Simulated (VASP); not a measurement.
# SiC (Cmmm) in VASP: further runs

One crystal, SiC, is run at these levels: PBE; tasks: single point.

Program: VASP 6.6.1. These are calculated values, not measurements. Logs are shortened: lines on timing, memory, paths and dates and some standing lists are left out, and cuts for length are marked.

**1. The structure**

The structure is orthorhombic, space group Cmmm (No. 65). Conventional cell: a = 2.841 Å, b = 9.314 Å, c = 2.955 Å, α = 90.00°, β = 90.00°, γ = 90.00°. Around Si (site symmetry m2m) lie 2 Si at 1.75 Å and 2 C at 1.75 Å. C (site symmetry m2m) has 1 C at 1.75 Å and 2 Si at 1.75 Å as nearest neighbours.

The cell was built by a generator and needn't be a form met in nature.

**2. Single point, PBE**

Contents of INCAR:

```
PREC = Accurate ; ENCUT = 520
EDIFF = 1E-6 ; ISMEAR = 0
SIGMA = 0.1 ; LREAL = F
LASPH = T ; NELM = 100
ALGO = Normal ; ISIF = 2
LWAVE = F ; LCHARG = F
GGA = PE ; NBANDS = 16
```

Contents of KPOINTS:

```
regular mesh
0
Gamma
  6 6 6
```

Contents of POSCAR:

```
SiC
1.0
    1.4205987600     -4.6569863100      0.0000000000
    1.4205987600      4.6569863100      0.0000000000
    0.0000000000      0.0000000000      2.9552455700
Si C
2 2
Direct
    0.1949989000      0.8050011000      0.0000000000
    0.8050011000      0.1949989000      0.0000000000
    0.0940261200      0.9059738800      0.5000000000
    0.9059738800      0.0940261200      0.5000000000
```

Potentials or basis: VASP PAW PBE potentials, release 64 (Si, C).

Started as:

```
$ cat potpaw_PBE.64/Si/POTCAR potpaw_PBE.64/C/POTCAR > POTCAR
$ mpirun -np 1 vasp_std > vasp.out
```

OUTCAR:

```text
PREC = Accurate
   ENCUT = 520
   EDIFF = 1E-6
   ISMEAR = 0
   LREAL = F
   LASPH = T
   NELM = 100
   ISIF = 2
   GGA = PE

 ion  position               nearest neighbor table
   1  0.195  0.805  0.000-   2 1.75   2 1.75   3 1.75   3 1.75
   2  0.805  0.195  0.000-   1 1.75   1 1.75   4 1.75   4 1.75
   3  0.094  0.906  0.500-   4 1.75   1 1.75   1 1.75
   4  0.906  0.094  0.500-   3 1.75   2 1.75   2 1.75

  LATTYP: Found a base centered orthorhombic cell.
 ALAT       =     2.8411975200
 B/A-ratio  =     3.2781855378
 C/A-ratio  =     1.0401408382

  Lattice vectors:

 A1 = (   1.4205987600,  -4.6569863100,   0.0000000000)
 A2 = (   1.4205987600,   4.6569863100,   0.0000000000)
 A3 = (   0.0000000000,   0.0000000000,   2.9552455700)

Analysis of symmetry for initial positions (statically):
=====================================================================
 Subroutine PRICEL returns:
 Original cell was already a primitive cell.

 Routine SETGRP: Setting up the symmetry group for a
 base centered orthorhombic supercell.

 Subroutine GETGRP returns: Found  8 space group operations
 (whereof  8 operations were pure point group operations)
 out of a pool of  8 trial point group operations.

The static configuration has the point symmetry D_2h.

Analysis of symmetry for dynamics (positions and initial velocities):
=====================================================================
 Subroutine PRICEL returns:
 Original cell was already a primitive cell.

 Routine SETGRP: Setting up the symmetry group for a
 base centered orthorhombic supercell.

 Subroutine GETGRP returns: Found  8 space group operations
 (whereof  8 operations were pure point group operations)
 out of a pool of  8 trial point group operations.

The dynamic configuration has the point symmetry D_2h.

 Subroutine INISYM returns: Found  8 space group operations
 (whereof  8 operations are pure point group operations),
 and found     1 'primitive' translations

----------------------------------------------------------------------------------------

                                     Primitive cell

  volume of cell :      39.1021

  direct lattice vectors                    reciprocal lattice vectors
     1.420598760 -4.656986310  0.000000000     0.351964266 -0.107365572  0.000000000
     1.420598760  4.656986310  0.000000000     0.351964266  0.107365572  0.000000000
     0.000000000  0.000000000  2.955245570     0.000000000  0.000000000  0.338381355

  length of vectors
     4.868841990  4.868841990  2.955245570     0.367975829  0.367975829  0.338381355

  position of ions in fractional coordinates (direct lattice)
     0.194998900  0.805001100  0.000000000
     0.805001100  0.194998900  0.000000000
     0.094026120  0.905973880  0.500000000
     0.905973880  0.094026120  0.500000000

  ion indices of the primitive-cell ions
   primitive index   ion index
                 1           1
                 2           2
                 3           3
                 4           4

----------------------------------------------------------------------------------------

 KPOINTS: regular mesh

Automatic generation of k-mesh.
 Grid dimensions read from file:
 generate k-points for:    6    6    6

 Generating k-lattice:

  Cartesian coordinates                     Fractional coordinates (reciprocal lattice)
     0.058660711 -0.017894262  0.000000000     0.166666667  0.000000000  0.000000000
     0.058660711  0.017894262  0.000000000     0.000000000  0.166666667  0.000000000
     0.000000000  0.000000000  0.056396892     0.000000000  0.000000000  0.166666667

  Length of vectors
     0.061329305  0.061329305  0.056396892

  Shift w.r.t. Gamma in fractional coordinates (k-lattice)
     0.000000000  0.000000000  0.000000000

 Subroutine IBZKPT returns following result:
 ===========================================

 Found     52 irreducible k-points:

 Following reciprocal coordinates:
            Coordinates               Weight
  0.000000  0.000000  0.000000      1.000000
  0.166667  0.000000  0.000000      4.000000
  0.333333  0.000000  0.000000      4.000000
  0.500000  0.000000  0.000000      2.000000
  0.166667  0.166667  0.000000      2.000000
  0.333333  0.166667  0.000000      4.000000
[... 16 lines left out ...]
  0.333333  0.333333  0.166667      4.000000
  0.500000  0.333333  0.166667      8.000000
 [... further k-points ...]
   k-points           NKPTS =     52   k-points in BZ     NKDIM =     52   number of bands    NBANDS=     16
   number of dos      NEDOS =    301   number of ions     NIONS =      4
   total plane-waves  NPLWV =  31104
   dimension x,y,z NGX =    36 NGY =   36 NGZ =   24
   dimension x,y,z NGXF=    72 NGYF=   72 NGZF=   48
   ions per type =               2   2
   NGX,Y,Z   is equivalent  to a cutoff of  12.29, 12.29, 13.50 a.u.
   NGXF,Y,Z  is equivalent  to a cutoff of  24.58, 24.58, 27.00 a.u.
 SYSTEM =  unknown system
   PREC   = accura    normal or accurate (medium, high low for compatibility)
   ISTART =      0    job   : 0-new  1-cont  2-samecut
   ICHARG =      2    charge: 1-file 2-atom 10-const
   ISPIN  =      1    spin polarized calculation?
   LNONCOLLINEAR =      F non collinear calculations
   LSORBIT =      F    spin-orbit coupling
   LASPH  =      T    aspherical Exc in radial PAW
   ENCUT  =  520.0 eV  38.22 Ry    6.18 a.u.   9.05  9.05  5.49*2*pi/ulx,y,z
   NELM   =    100;   NELMIN=  2; NELMDL= -5     # of ELM steps
   EDIFF  = 0.1E-05   stopping-criterion for ELM
   LREAL  =      F    real-space projection
   EDIFFG = 0.1E-04   stopping-criterion for IOM
   NSW    =      0    number of steps for IOM
   IBRION =     -1    ionic relax: 0-MD 1-quasi-New 2-CG
   NFREE  =      0    steps in history (QN), initial steepest desc. (CG)
   ISIF   =      2    stress and relaxation
   ISYM   =      2    0-nonsym 1-usesym 2-fastsym
   POTIM  = 0.5000    time-step for ionic-motion
   TEBEG  =    0.0;   TEEND  =   0.0 temperature during run
   PSTRESS=    0.0 pullay stress
   NELECT =      16.0000    total number of electrons
   NUPDOWN=      -1.0000    fix difference up-down
   EMIN   =  10.00;   EMAX   =-10.00  energy-range for DOS
   EFERMI =   0.00;   METHOD = LEGACY
   ISMEAR =     0;   SIGMA  =   0.10  broadening in eV -4-tet -1-fermi 0-gaus
   EFERMI_NEDOS =   21; number of points for ismear=-14 and -15
   IALGO  =     38    algorithm
   IMIX   =      4    mixing-type and parameters
     AMIX     =   0.40;   BMIX     =  1.00
     AMIX_MAG =   1.60;   BMIX_MAG =  1.00
  volume/ion in A,a.u.               =       9.78        65.97
  Fermi-wavevector in a.u.,A,eV,Ry     =   1.215388  2.296750 20.098081  1.477167
  Thomas-Fermi vector in A             =   2.350776
   LORBIT       =      0    0 simple, 1 ext, 2 COOP (PROOUT), +10 PAW based schemes
   GGA     = PE    functional components
   LHFCALC =     F    Hartree Fock is set to
   AEXX    =    0.0000 exact exchange contribution
   IVDW    =     0    specifies the selected vdW correction
   LEPSILON=     F    determine dielectric tensor
   LRPA    =     F    only Hartree local field effects (RPA)
 non-spin polarized calculation
 Gauss-broadening in eV      SIGMA  =   0.10
  energy-cutoff  :      520.00
  volume of cell :       39.10
 maximum number of plane-waves:      1071
   NGX = 19   NGY = 19   NGZ = 11

 number of electron      16.0000001 magnetization

 Free energy of the ion-electron system (eV)
  ---------------------------------------------------
  ext. energy  EPLUGINS =         0.00000000
  ---------------------------------------------------
  free energy    TOTEN  =       -17.45574044 eV

  energy without entropy =      -17.45219144  energy(sigma->0) =      -17.45396594

 E-fermi :   8.9998     XC(G=0): -11.4640

 val. band max:        8.8678709219   @ k =   0.3333   0.3333   0.3333
 cond. band min:       9.0107302164   @ k =   0.0000   0.0000   0.1667
 fundamental gap:      0.1428592946
 Fermi energy:         8.9997866125

 k-point     1 :       0.0000    0.0000    0.0000
  band No.  band energies     occupation
      1      -7.9352      2.00000
      2      -2.7377      2.00000
      3      -1.1971      2.00000
      4       4.7137      2.00000
      5       6.7884      2.00000
      6       7.3223      2.00000
[... 8 lines left out ...]
     15      18.9293      0.00000
     16      22.0673      0.00000

 k-point     2 :       0.1667    0.0000    0.0000
  band No.  band energies     occupation
      1      -7.4896      2.00000
      2      -2.8336      2.00000
      3      -0.5666      2.00000
      4       4.4786      2.00000
      5       4.9897      2.00000
      6       6.2763      2.00000
[... 8 lines left out ...]
     15      19.8291      0.00000
     16      20.3701      0.00000

 k-point     3 :       0.3333    0.0000    0.0000
  band No.  band energies     occupation
      1      -6.2300      2.00000
      2      -2.9753      2.00000
      3       0.2559      2.00000
      4       1.6797      2.00000
      5       4.9858      2.00000
      6       5.6709      2.00000
[... 8 lines left out ...]
     15      19.6627      0.00000
     16      21.1399      0.00000

 k-point     4 :       0.5000    0.0000    0.0000
  band No.  band energies     occupation
      1      -4.9009      2.00000
      2      -3.6633      2.00000
      3      -0.1701      2.00000
      4       1.2524      2.00000
      5       5.0044      2.00000
      6       6.1410      2.00000
[... 8 lines left out ...]
     15      19.1406      0.00000
     16      19.5957      0.00000

 k-point     5 :       0.1667    0.1667    0.0000
  band No.  band energies     occupation
      1      -6.3622      2.00000
      2      -2.2703      2.00000
      3      -0.5081      2.00000
      4       1.8197      2.00000
      5       4.5554      2.00000
      6       5.5673      2.00000
[... 8 lines left out ...]
     15      19.3005      0.00000
     16      21.9128      0.00000

 k-point     6 :       0.3333    0.1667    0.0000
  band No.  band energies     occupation
      1      -4.9076      2.00000
      2      -3.6396      2.00000
      3      -0.3633      2.00000
      4       1.6663      2.00000
      5       4.2937      2.00000
      6       6.1408      2.00000
[... 8 lines left out ...]
     15      18.3849      0.00000
     16      20.5163      0.00000
[... 267 lines left out ...]
 k-point    21 :      -0.3333    0.1667    0.1667
  band No.  band energies     occupation
      1      -6.8342      2.00000
      2      -3.7175      2.00000
      3       0.9668      2.00000
      4       3.3512      2.00000
      5       4.5515      2.00000
      6       5.1743      2.00000
[... 8 lines left out ...]
     15      20.1489      0.00000
     16      20.7758      0.00000

 k-point    22 :      -0.1667    0.1667    0.1667
  band No.  band energies     occupation
      1      -7.3982      2.00000
      2      -3.3831      2.00000
      3       0.0239      2.00000
      4       2.8081      2.00000
      5       5.3716      2.00000
      6       7.2615      2.00000
[... 8 lines left out ...]
     15      20.0449      0.00000
     16      21.3271      0.00000

 k-point    23 :       0.3333    0.3333    0.1667
  band No.  band energies     occupation
      1      -5.1053      2.00000
      2      -4.2410      2.00000
      3       1.2319      2.00000
      4       2.6069      2.00000
      5       4.4119      2.00000
      6       5.0397      2.00000
[... 8 lines left out ...]
     15      19.4564      0.00000
     16      21.0330      0.00000

 k-point    24 :       0.5000    0.3333    0.1667
  band No.  band energies     occupation
      1      -6.4565      2.00000
      2      -4.6309      2.00000
      3       2.1151      2.00000
      4       3.9614      2.00000
      5       4.2204      2.00000
      6       4.8540      2.00000
[... 8 lines left out ...]
     15      20.5607      0.00000
     16      21.0305      0.00000

 [... further k-points ...]

------------------------ aborting loop because EDIFF is reached ----------------------------------------

  FORCE on cell =-STRESS in cart. coord.  units (eV):
  Direction    XX          YY          ZZ          XY          YZ          ZX
  --------------------------------------------------------------------------------------
  -------------------------------------------------------------------------------------
  Total       45.1903976     19.0115177     15.9425768      0.0000000      0.0000000      0.0000000
  in kB     1851.6409702    778.9819725    653.2345359      0.0000000      0.0000000      0.0000000
  external PRESSURE =    1094.6191595 kB  Pullay stress =       0.0000000 kB

 VOLUME and BASIS-vectors are now :
 -----------------------------------------------------------------------------
  energy-cutoff  :      520.00
  volume of cell :       39.10
      direct lattice vectors                 reciprocal lattice vectors
     1.420598760 -4.656986310  0.000000000     0.351964266 -0.107365572  0.000000000
     1.420598760  4.656986310  0.000000000     0.351964266  0.107365572  0.000000000
     0.000000000  0.000000000  2.955245570     0.000000000  0.000000000  0.338381355

 POSITION                                       TOTAL-FORCE (eV/Angst)
 -----------------------------------------------------------------------------------
      1.42060      2.84077      0.00000         0.000000     20.743260     -0.000000
      1.42060     -2.84077      0.00000         0.000000    -20.743260      0.000000
      1.42060      3.78123      1.47762         0.000000      6.763689      0.000000
      1.42060     -3.78123      1.47762         0.000000     -6.763689      0.000000
 -----------------------------------------------------------------------------------
    total drift:                                0.000000      0.000000      0.000000

  FREE ENERGIE OF THE ION-ELECTRON SYSTEM (eV)
  ---------------------------------------------------
  free  energy   TOTEN  =       -17.4557404359 eV

  energy  without entropy=      -17.4521914373  energy(sigma->0) =      -17.45396594
```

Wall time 18 s (1 thread of Intel Xeon 6975P-C (Granite Rapids), shared host); peak memory 0.18 GiB.

Results:

| Quantity | Value |
| --- | --- |
| Free energy | -17.4557 eV |
| Pressure | 109.5 GPa |
| Largest force | 20.743 eV/Å |
| Band gap on the k mesh | none (metal or under the smearing width) |

Forces in eV/Å, atoms in the order of the input:
```
Si    0.000  20.743   0.000
Si    0.000 -20.743   0.000
C     0.000   6.764   0.000
C     0.000  -6.764   0.000
```

Stress tensor (GPa, compression positive):
```
185.16   0.00   0.00
  0.00  77.90   0.00
  0.00   0.00  65.32
```

Levels at points of the mesh, in eV from the Fermi level:
```tsv
k point	band 4	band 5	band 6	band 7	band 8	band 9	band 10	band 11	band 12	band 13
(0.00, 0.00, 0.00)	-4.29	-2.21	-1.68	-1.37	-0.21	0.91	3.98	4.14	5.14	5.75
(0.50, 0.00, 0.00)	-7.75	-4.00	-2.86	-2.28	-1.47	1.05	4.63	5.65	6.12	6.34
(0.50, 0.50, 0.00)	-4.93	-3.26	-3.07	-2.34	0.63	1.80	1.95	3.12	5.72	6.80
(0.00, 0.00, 0.50)	-7.29	-6.84	-4.69	0.74	0.82	1.75	3.41	5.06	6.35	9.06
(0.50, 0.00, 0.50)	-8.69	-5.62	-5.27	-4.28	-3.82	-1.61	2.50	4.55	5.63	6.71
(0.50, 0.50, 0.50)	-8.76	-3.95	-1.86	0.05	0.45	0.70	2.53	3.10	9.17	9.70
```

Caveat: the k mesh is coarse (spacing up to 0.39 Å⁻¹), so the values aren't converged; a pressure of tens of GPa on the cell as given is suspect, and the run, the potentials or the cell itself is likely at fault; forces of over 1 eV/Å show positions far from the minimum, so gaps and moduli don't describe the material at rest.

**3. Single point, PBE**

This run uses another cell than the first one, of 14.80 Å³/atom, 1.514 times its volume.

INCAR, as its differences from that of step 2:

```diff
@@ -4,3 +4,3 @@
 LASPH = T ; NELM = 100
-ALGO = Normal ; ISIF = 2
+ALGO = Fast ; ISIF = 2
 LWAVE = F ; LCHARG = F
```

Contents of KPOINTS:

```
regular mesh
0
Gamma
  14 14 14
```

Contents of POSCAR:

```
SiC
1.0
    1.9347040331     -4.8392272761      0.0000000000
    1.9347040331      4.8392272761      0.0000000000
    0.0000000000      0.0000000000      3.1612330752
Si C
2 2
Direct
    0.1773756921      0.8226243079      0.0000000000
    0.8226243079      0.1773756921      0.0000000000
    0.0708504778      0.9291495222      0.5000000000
    0.9291495222      0.0708504778      0.5000000000
```

Potentials or basis: VASP PAW PBE potentials, release 64 (Si, C).

Started as:

```
$ cat potpaw_PBE.64/Si/POTCAR potpaw_PBE.64/C/POTCAR > POTCAR
$ mpirun -np 1 vasp_std > vasp.out
```

It took 2.5 min on 1 thread of Intel Xeon 6975P-C (Granite Rapids), shared host; peak memory 0.46 GiB.

It converged, with:

```
Free energy            : -28.0067 eV
Pressure               : 0.0 GPa
Largest force          : 0.061 eV/Å
Band gap on the k mesh : none (metal or under the smearing width)
```

Forces on the atoms (eV/Å):
```
Si   0.000 -0.011  0.000
Si   0.000  0.011  0.000
C    0.000 -0.061  0.000
C    0.000  0.061  0.000
```

Stress tensor (GPa, compression positive):
```
-0.14  0.00  0.00
 0.00  0.15  0.00
 0.00  0.00  0.01
```

Levels at points of the mesh, in eV from the Fermi level:
```csv
k point,band 6,band 7,band 8,band 9,band 10,band 11
"(0.00, 0.00, 0.00)",-2.86,-2.44,-0.55,0.96,2.24,4.48
"(0.50, 0.00, 0.00)",-3.89,-2.73,-0.85,1.63,3.16,4.93
"(0.50, 0.50, 0.00)",-4.34,-1.39,0.17,0.26,0.73,3.93
"(0.00, 0.00, 0.50)",-4.97,-2.70,-0.87,1.42,3.07,3.09
"(0.50, 0.00, 0.50)",-4.43,-3.81,-2.59,0.32,2.69,3.66
"(0.50, 0.50, 0.50)",-2.94,-1.27,-1.05,1.43,2.53,2.70
```
